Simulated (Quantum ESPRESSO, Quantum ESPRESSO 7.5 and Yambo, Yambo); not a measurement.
# BP (F-43m): Bethe-Salpeter spectra with Yambo

How far does the k mesh set the exciton binding of BP (F-43m)?

Program: Quantum ESPRESSO 7.5 and Yambo 5.3.0. Level of theory: PBE and many-body steps on it, plane waves. Results are calculated unless marked as measured.

### Step 1. Starting point

It takes space group F-43m (No. 216, cubic). Conventional cell: a = 4.538 Å, b = 4.538 Å, c = 4.538 Å, α = 90.00°, β = 90.00°, γ = 90.00°. Nearest to B lie 4 P at 1.97 Å. Nearest to P lie 4 B at 1.97 Å. Farther neighbours are not listed.

The cell and positions come from the Crystallography Open Database and are kept as given unless a step says otherwise.

### Step 2. Empty states on the mesh, 8×8×8 mesh, 101 bands

This step: Quantum ESPRESSO 7.5; DFT, PBE, plane waves, norm-conserving pseudopotentials.

The sums over transitions need many empty states on a uniform mesh; this step solves for them.

pw.in reads:

```
&control
  calculation = 'nscf'
  prefix = 'x'
  outdir = 'o'
  pseudo_dir = 'pseudo'
/
&system
  ibrav = 0
  nat = 2
  ntyp = 2
  ecutwfc = 68.0
  nbnd = 101
  force_symmorphic = .true.
/
&electrons
  conv_thr = 1e-9
  electron_maxstep = 80
  diago_full_acc = .true.
  diago_thr_init = 5e-6
/
ATOMIC_SPECIES
  B 10.81 B.upf
  P 30.974 P.upf
CELL_PARAMETERS angstrom
  0.0000000000 2.2690000000 2.2690000000
  2.2690000000 0.0000000000 2.2690000000
  2.2690000000 2.2690000000 0.0000000000
ATOMIC_POSITIONS crystal
  B 0.0000000000 0.0000000000 0.0000000000
  P 0.2500000000 0.2500000000 0.2500000000
K_POINTS automatic
  8 8 8 0 0 0
```

On the command line:

```
OMP_NUM_THREADS=1 mpirun -n 4 pw.x -nk 4 -in pw.in > pw.out
```

The log of the run:

```text
Program PWSCF v.7.5 starts

     This program is part of the open-source Quantum ESPRESSO suite
     for quantum simulation of materials; please cite
         "P. Giannozzi et al., J. Phys.:Condens. Matter 21 395502 (2009);
         "P. Giannozzi et al., J. Phys.:Condens. Matter 29 465901 (2017);
         "P. Giannozzi et al., J. Chem. Phys. 152 154105 (2020);
     in publications or presentations arising from this work. More details at

     Atomic positions and unit cell read from directory:
     o/x.save/

     Message from routine setup:
[...]
k = 0.1768 0.1768-0.1768 (  1477 PWs)   bands (ev):

[...]
125.4692 125.5467 127.7078 130.3925 130.3925 131.5242 131.5242 132.7159
   133.5132 133.5132 133.7084 137.1162 137.1162 138.6788 139.0318 139.2495
   139.2495 141.7046 141.8155 141.8155 145.1109

          k = 0.2652 0.2652-0.2652 (  1483 PWs)   bands (ev):

     [... further k-points ...]

     highest occupied, lowest unoccupied level (ev):     9.2413   10.5218

     XML data file, pseudopotentials, collected wavefunctions

=------------------------------------------------------------------------------=
   JOB DONE.
=------------------------------------------------------------------------------=
```

It took 8.4 s on 4 MPI ranks of Arm Neoverse V1, shared host; peak memory 0.23 GiB; 33 s of CPU time.

Numbers from this step:

| Quantity | Value |
| --- | --- |
| gap | 1.281 eV |
| k of the valence top | 0, 0, 0 |
| k of the conduction bottom | 0, 0.375, 0.375 |
| least direct gap | 3.407 eV |
| k points computed | 29 |
| lowest point of the top converged band, above the valence top | 131.7203 eV |

On this mesh the gap is 1.281 eV.

The density comes from a self-consistent run that is not shown.

### Step 3. Conversion and set-up

This step: Yambo 5.3.0; conversion and set-up on PBE, plane waves, norm-conserving pseudopotentials.

The states are converted to the many-body program's format and the q mesh is built.

On the command line:

```
(cd o/x.save; p2y > p2y.log; mv SAVE ../..); yambo > setup.log
```

The log of the run:

```text
 Yambo, version 5.3.0

 [02] CORE Variables Setup
 =========================

  [02.01] Unit cells
  ==================

  Cell kind             :  FCC
  Atoms in the cell     :  B  P
  number of B  atoms    :  1
  number of P  atoms    :  1

  List of atomic masses
  Mass of B     :  10.81000
  Mass of P     :  30.97400

  List of atomic coordinates    : [cc]
  B1       :  0.000000  0.000000  0.000000  order 1
  P1       :  2.143894  2.143894  2.143894  order 2

  Alat factors          :  4.287789  4.287789  4.287789 [a.u.]
  Direct lattice volume :  157.6631 [a.u.]
[...]
Q [ 1]         [rlu]:  0.000000  0.000000  0.000000
 Q [ 2]         [rlu]: -0.53086E-18 -0.53086E-18  0.12500
 Q [ 3]         [rlu]: -0.10617E-17 -0.10617E-17  0.25000
[...]
Q [ 8]         [rlu]: -0.28817E-16  0.12500      0.37500
 Q [ 9]         [rlu]:  0.55886E-16  0.12500      0.50000
 Q [10]         [rlu]:  0.21235E-17  0.12500     -0.37500
     [... 17 further rows ...]
 Q [28]         [rlu]:  0.125000 -0.500000 -0.375000
 Q [29]         [rlu]:  0.250000 -0.500000 -0.250000

  [03.01] X indexes
  =================

   [03.01.01] Sigma indexes
   ========================

 [06] Game Over & Game summary
```

Run time: 2.3 s. Hardware: 1 MPI rank; peak memory 0.24 GiB.

### Step 4. Screening and self-energy, 8×8×8 mesh, 101 bands, screening to 210.9 eV

Now the one-shot GW correction: screening in the RPA, then the self-energy of the levels asked for.

This step: G0W0 on PBE, plane waves, norm-conserving pseudopotentials.

gw1.in reads:

```
HF_and_locXC
gw0
dyson
ppa
em1d
rim_cut
RandQpts= 1000000
RandGvec= 1 RL
EXXRLvcs= 68 Ry
VXCRLvcs= 272 Ry
Chimod= "HARTREE"
% BndsRnXp
 1 | 101 |
%
NGsBlkXp= 15.5 Ry
% LongDrXp
 1 | 1 | 1 |
%
% GbndRnge
 1 | 101 |
%
DysSolver= "n"
ExtendOut
PPAPntXp= 27.21138 eV
% QPkrange
 1 | 1 | 3 | 6 |
 18 | 18 | 3 | 6 |
%
```

On the command line:

```
OMP_NUM_THREADS=1 mpirun -n 4 yambo -F gw1.in -J gw1 -C gw1 > gw1.log
```

The log of the run:

```text
 Yambo, version 5.3.0

 [02] CORE Variables Setup
 =========================

  [... cell, symmetries and grids as in the set-up ...]

  [02.05] Energies & Occupations
  ==============================

  [X] === General ===
  [X] Electronic Temperature                        :  0.000000  0.000000 [eV K]
  [X] Bosonic    Temperature                        :  0.000000  0.000000 [eV K]
  [X] Finite Temperature mode                       : no
  [X] El. density                                   :  0.34242E+24 [cm-3]
[...]
QP @ state[ 1 ] b range                          :   3   6
   QP @ state[ 2 ] K range                          :  18  18
   QP @ state[ 2 ] b range                          :   3   6
   GF energies kind                                 : Perdew, Burke & Ernzerhof(X)+Perdew, Burke & Ernzerhof(C)
   GF WF`s kind                                     : Perdew, Burke & Ernzerhof(X)+Perdew, Burke & Ernzerhof(C)
   Xs energies kind                                 : Perdew, Burke & Ernzerhof(X)+Perdew, Burke & Ernzerhof(C)
   Xs WF`s kind                                     : Perdew, Burke & Ernzerhof(X)+Perdew, Burke & Ernzerhof(C)

 [11] Game Over & Game summary
```

Elapsed: 6.5 min, on 4 MPI ranks; peak memory 1.6 GiB; 26 min of CPU time.

This step gave:

```
G0W0 gap on the points computed              : 2.026 eV
starting gap on the mesh                     : 1.281 eV
k of the valence top                         : 0, 0, 0
k of the conduction bottom                   : 0, 0.375, 0.375
least direct G0W0 gap on the computed points : 4.284 eV
```

The gap on the mesh goes from 1.28 eV to 2.03 eV, a correction of +0.75 eV.

The gap opens by 0.745 eV; the next steps shift the empty bands rigidly by 0.878 eV, the correction at the start's least direct gap.

### Step 5. Excitons

Optical absorption needs the electron-hole interaction, solved here in a basis of vertical transitions on the mesh.

This step: Bethe-Salpeter equation on PBE with a scissors shift, plane waves, norm-conserving pseudopotentials.

bse3.in reads:

```
optics
bss
bse
em1s
dipoles
rim_cut
RandQpts= 1000000
RandGvec= 1 RL
Chimod= "HARTREE"
BSKmod= "SEX"
BSEmod= "resonant"
BSSmod= "d"
BSENGexx= 30 Ry
BSENGBlk= 6 Ry
% BSEQptR
 1 | 1 |
%
% BSEBands
 2 | 8 |
%
% BEnRange
 0 | 9 | eV
%
% BDmRange
 0.1 | 0.1 | eV
%
BEnSteps= 181
% BLongDir
 1 | 0 | 0 |
%
% BndsRnXs
 1 | 49 |
%
NGsBlkXs= 6 Ry
% LongDrXs
 1 | 1 | 1 |
%
% KfnQP_E
 0.878 | 1.0 | 1.0 |
%
WRbsWF
```

On the command line:

```
OMP_NUM_THREADS=1 mpirun -n 4 yambo -F bse3.in -J bse3 -C bse3 > bse3.log
```

The log of the run:

```text
 Yambo, version 5.3.0

 [02] CORE Variables Setup
 =========================

  [... cell, symmetries and grids as in the set-up ...]

  [02.05] Energies & Occupations
  ==============================

  [X] === General ===
  [X] Electronic Temperature                        :  0.000000  0.000000 [eV K]
  [X] Bosonic    Temperature                        :  0.000000  0.000000 [eV K]
  [X] Finite Temperature mode                       : no
  [X] El. density                                   :  0.34242E+24 [cm-3]
  [X] Fermi Level                                   :  9.241273 [eV]

  [X] === Gaps and Widths ===
  [X] Conduction Band Min                           :  1.280512 [eV]
  [X] Valence Band Max                              :  0.000000 [eV]
  [X] Filled Bands                                  :   4
  [X] Empty Bands                                   :    5  101
  [X] Direct Gap                                    :  3.406803 [eV]
  [X] Direct Gap localized at k                     :  1
  [X] Indirect Gap                                  :  1.280512 [eV]
  [X] Indirect Gap between kpts                     :   1  18
  [X] Last valence band width                       :  5.466754 [eV]
  [X] 1st conduction band width                     :  4.052812 [eV]

 [03] Transferred momenta grid and indexing
 ==========================================

 [BZ sampling] Q-grid is User defined and/or read from the database

 IBZ Q-points                                      :  29
 BZ  Q-points                                      :   512

 K/Q-points units:
 rlu = crystal or reduced units; cc = cartesian coordinates; iku = interal k-units

 Q [ 1]         [rlu]:  0.000000  0.000000  0.000000
 Q [ 2]         [rlu]: -0.53086E-18 -0.53086E-18  0.12500
 Q [ 3]         [rlu]: -0.10617E-17 -0.10617E-17  0.25000
 Q [ 4]         [rlu]: -0.12375E-16 -0.12375E-16  0.37500
 Q [ 5]         [rlu]:  0.21235E-17  0.21235E-17 -0.50000
 Q [ 6]         [rlu]: -0.45253E-17  0.12500      0.12500
 Q [ 7]         [rlu]: -0.74698E-17  0.12500      0.25000
 Q [ 8]         [rlu]: -0.28817E-16  0.12500      0.37500
 Q [ 9]         [rlu]:  0.55886E-16  0.12500      0.50000
 Q [10]         [rlu]:  0.21235E-17  0.12500     -0.37500
     [... 17 further rows ...]
 Q [28]         [rlu]:  0.125000 -0.500000 -0.375000
 Q [29]         [rlu]:  0.250000 -0.500000 -0.250000

  [03.01] X + BSE indexes
  =======================

   [03.01.01] Sigma indexes
   ========================

 [04] Coloumb potential Random Integration (RIM)
 ===============================================

  [04.01] RIM initialization
  ==========================

  * Diagonal components only detected *

  8 x (sBL volume)        :  0.024583 [a.u.]
  sBZ random points       :  1000000
  Points outside the sBZ  :   7987327
  RL volume               :  1.573293 [a.u.]
  Integrated volume       :  1.575789 [a.u.]

  [04.02] RIM integrals
  =====================

  Gamma point sphere radius             :  0.052742 [a.u.]
  Points outside the sphere             :   799513
  [Int_sBZ(q=0) 1/q^2]*(Vol_sBZ)^(-1/3) =:  7.764325
                                 should be <:  7.795600

  Summary of Coulomb integrals for non-metallic bands |Q|[au] RIM/Bare

  Q [1] 0.100000E-4 0.995988 * Q [2] 0.158631 1.066458
  Q [6] 0.183171 1.065091 * Q [12] 0.259043 1.027253
  Q [7] 0.303755 1.020682 * Q [3] 0.317261 1.018308
  Q [13] 0.366342 1.014848 * Q [11] 0.399212 1.011996
  Q [22] 0.409583 1.011845 * Q [8] 0.448675 1.010056
  Q [14] 0.475892 1.009230 * Q [4] 0.475892 1.009072
[...]
Q [27] 0.660432 1.005345 * Q [24] 0.685363 1.005053
  Q [26] 0.703481 1.005038 * Q [21] 0.732684 1.004689
  Q [28] 0.755233 1.004511 * Q [20] 0.777128 1.004279
  Q [29] 0.819165 1.004071

 [WARNING] [Xs] User bands 1-49 break level degeneracy

 [05] External/Internal QP corrections
 =====================================

 [QP_apply] Action to be applied: USER defined scissor

  [05.01]  QP corrections report
  ==============================

  [K+QP] === General ===
[...]
[K+QP] Fermi Level                                :  0.000000 [eV]

  [K+QP] === Gaps and Widths ===
  [K+QP] Conduction Band Min                        :  2.158512 [eV]
  [K+QP] Valence Band Max                           :  0.000000 [eV]
  [K+QP] Filled Bands                               :   4
  [K+QP] Empty Bands                                :    5  101
  [K+QP] Direct Gap                                 :  4.284803 [eV]
  [K+QP] Direct Gap localized at k                  :  1
  [K+QP] Indirect Gap                               :  2.158512 [eV]
  [K+QP] Indirect Gap between kpts                  :   1  18
  [K+QP] Last valence band width                    :  5.466754 [eV]
  [K+QP] 1st conduction band width                  :  4.052812 [eV]

  [coarse-grid] Minimum Bare Gap        [ev]:  1.280512
  [coarse-grid] Minimum Gap Correction  [ev]:  0.878000

  Eqp @ K [ 1]
   -15.459     -0.11693E-09 -0.37342E-10   0.0000       4.2848       4.2848       4.2848       8.2359
  Eqp @ K [ 2]
  -15.17811  -1.85190  -0.42736  -0.42736   4.81358   4.87461   4.87461   9.02679
  Eqp @ K [ 3]
  -14.35368  -4.84263  -1.11610  -1.11610   4.87727   5.64283   5.64283  10.48056
  Eqp @ K [ 4]
  -13.09208  -7.56780  -1.59367  -1.59367   4.72447   5.70035   5.70035  11.04488
  Eqp @ K [ 5]
  -12.13556  -9.03016  -1.75720  -1.75720   4.65559   5.59494   5.59494  11.01202
  Eqp @ K [ 6]
  -15.08410  -1.17941  -1.17402  -1.17402   3.66146   5.86837   5.86837   8.47810
  Eqp @ K [ 7]
  -14.43866  -3.79258  -1.91246  -1.52002   3.95248   6.52502   6.93008   7.97461
  Eqp @ K [ 8]
  -13.30407  -6.57173  -2.30290  -2.30205   4.39913   6.53468   7.05859   8.77412
  Eqp @ K [ 9]
  -12.05656  -8.62245  -2.93328  -2.27162   4.54546   6.41433   6.62743  10.76606

 [06] Dipoles
 ============

  [06.01] Setup: observables and procedures
  =========================================

  [WARNING] [r,Vnl^pseudo] included in position and velocity dipoles.

  [WARNING] In case H contains other non local terms, these are neglected

 [07] Static Dielectric Matrix
 =============================

 [WR./bse3//ndb.em1s]------------------------------------------------------------
  Brillouin Zone Q/K grids (IBZ/BZ)                :    29   512    29   512
  RL vectors                                       :  2085 [WF]
  Coulomb cutoff potential                         : none
  Electronic Temperature                           :  0.000000 [K]
  Bosonic    Temperature                           :  0.000000 [K]
  Static diel. fun.  energies                      : Perdew, Burke & Ernzerhof(X)+Perdew, Burke & Ernzerhof(C)
  wavefunctions                                    : Perdew, Burke & Ernzerhof(X)+Perdew, Burke & Ernzerhof(C)
  Global Gauge                                     : length
  X matrix size                                    :   59
  X band range                                     :    1   49
  X e/h energy range                               : -1.000000 -1.000000 [eV]
  X Time ordering                                  : T
  X Hxc Kernel                                     : HARTREE
  X Drude frequency                                :  0.000000  0.000000
  X poles                                          :  100.0000 [o/o]
  RL vectors in the sum                            :  2085
  [r,Vnl] included                                 : yes
  Field direction                                  :  0.577350E-5  0.577350E-5  0.577350E-5
  BZ energy Double Grid                            : no
  BZ energy DbGd points                            : 0
  BZ Q point size factor                           : -1.000000
  X Optical Averaged directions                    : none

 [08] Bethe Salpeter Equation driver
 ===================================

  [08.01] Bethe Salpeter Equation @q1
  ===================================

   [08.01.01] Transition pre-analysis @q1
   ======================================

   [08.01.02] Transition Groups build-up @q1
   =========================================

   [BSK] Transition groups (total):   58
   [BSK] Size (resonant):   6144
   [BSK]         (total):   6144
   [BSK] N. of matrices :  1

   [08.01.03] Loading Dipoles @q1
   ==============================

   [08.01.04] Independent Particles properties @q1
   ===============================================

   ==========================================================

   [BSE] Exchange components :   459
   [BSE] Correlation components :    59   331

    [08.01.05.01] Screened interaction header I/O
    =============================================

    [08.01.05.02] Main kernel loop
    ==============================

    [08.01.05.03] Wave-Function Phases
    ==================================

    [BSE] WF phases found       :  74.97947 [o/o]

   [08.01.06] BSE solver(s) @q1
   ============================

   [08.01.07] Diago Solver @q1
   ===========================

 [11] Game Over & Game summary
```

Elapsed: 13 min, on 4 MPI ranks; peak memory 3.7 GiB.

This step gave:

* transitions in the window: 6144
* direct gap of the transition levels: 4.285 eV
* lowest state: 4.105 eV
* first strong exciton (over a fiftieth of the strongest listed): 4.105 eV
* binding of the lowest state below the direct gap: 0.1798 eV
* Coulomb term of one mesh cell: 0.1953 eV

The binding is 0.92 times the screened Coulomb term of one mesh cell (0.20 eV), so it is not shown settled.

The lowest state lies at 4.105 eV, 0.180 eV under the direct gap.

Lines within 3 meV are set at the lowest of them, and the highest group, which the list may cut short, is left out. Lines of the exciton spectrum (strongest = 100):

| position (eV) | lines merged | strength, relative |
| --- | --- | --- |
| 4.105 | 6 | 50 |
| 4.111 | 2 | 1.0 |
| 4.116 | 1 | 0.0 |
| 4.651 | 6 | 100 |
| 4.660 | 8 | 0.1 |

Field along x; broadening 0.1 eV; transition window only. Limits: finite bands, cutoff and mesh; exciton not shown settled in the k mesh. ε₂ against photon energy; read off at these points:

| photon energy (eV) | BSE | no electron-hole interaction |
| --- | --- | --- |
| 0.00 | 0.0693 | 0.0548 |
| 0.20 | 0.0744 | 0.0583 |
| 0.40 | 0.0800 | 0.0622 |
| 0.60 | 0.0864 | 0.0666 |
| 0.80 | 0.0935 | 0.0714 |
| 1.00 | 0.102 | 0.0768 |
| 1.20 | 0.111 | 0.0829 |
| 1.40 | 0.122 | 0.0898 |
| 1.60 | 0.134 | 0.0976 |
| 1.80 | 0.149 | 0.107 |
| 2.00 | 0.166 | 0.117 |
| 2.20 | 0.187 | 0.129 |
| 2.40 | 0.212 | 0.144 |
| 2.60 | 0.244 | 0.161 |
| 2.80 | 0.284 | 0.182 |
| 3.00 | 0.338 | 0.209 |
| 3.20 | 0.413 | 0.244 |
| 3.40 | 0.527 | 0.292 |
| 3.60 | 0.726 | 0.363 |
| 3.80 | 1.20 | 0.487 |
| 4.00 | 3.52 | 0.794 |
| 4.20 | 4.38 | 2.44 |
| 4.40 | 3.36 | 2.22 |
| 4.60 | 11.1 | 1.88 |
| 4.65 | 13.7 | 2.27 |
| 4.80 | 8.10 | 5.92 |
| 5.00 | 20.8 | 3.88 |
| 5.05 | 26.1 | 4.09 |
| 5.20 | 20.1 | 9.43 |
| 5.40 | 12.4 | 13.1 |
| 5.60 | 31.1 | 7.44 |
| 5.70 | 37.7 | 8.47 |
| 5.80 | 30.9 | 14.0 |
| 6.00 | 54.2 | 15.2 |
| 6.05 | 59.1 | 13.4 |
| 6.20 | 41.2 | 19.2 |
| 6.40 | 24.2 | 35.2 |
| 6.60 | 13.2 | 48.9 |
| 6.65 | 10.3 | 51.4 |
| 6.80 | 6.53 | 37.1 |
| 7.00 | 5.55 | 13.6 |
| 7.20 | 6.63 | 9.06 |
| 7.40 | 5.11 | 9.46 |
| 7.60 | 6.84 | 6.58 |
| 7.80 | 5.95 | 8.62 |
| 8.00 | 7.42 | 7.31 |
| 8.20 | 6.96 | 8.84 |
| 8.40 | 12.1 | 6.77 |
| 8.60 | 10.3 | 10.9 |
| 8.80 | 8.64 | 16.0 |
| 9.00 | 5.88 | 15.3 |

[end of part 1 of 4]

[Paths, hosts, dates, memory and timing lines, banners, echoed tables and standing remarks are left out of the program output.]

[Logs are printed without paths, hosts, clocks, repeated set-up lines and the standing remarks that a program may print on its own settings, such as how far it seeks lower states.]

[Runs of the session that timed out or met a known fault of the program may be left out.]

[Hosts, paths, dates, database ids (printed as entryN), source tags and the programs' standing remarks are cut or masked in the printed files.]
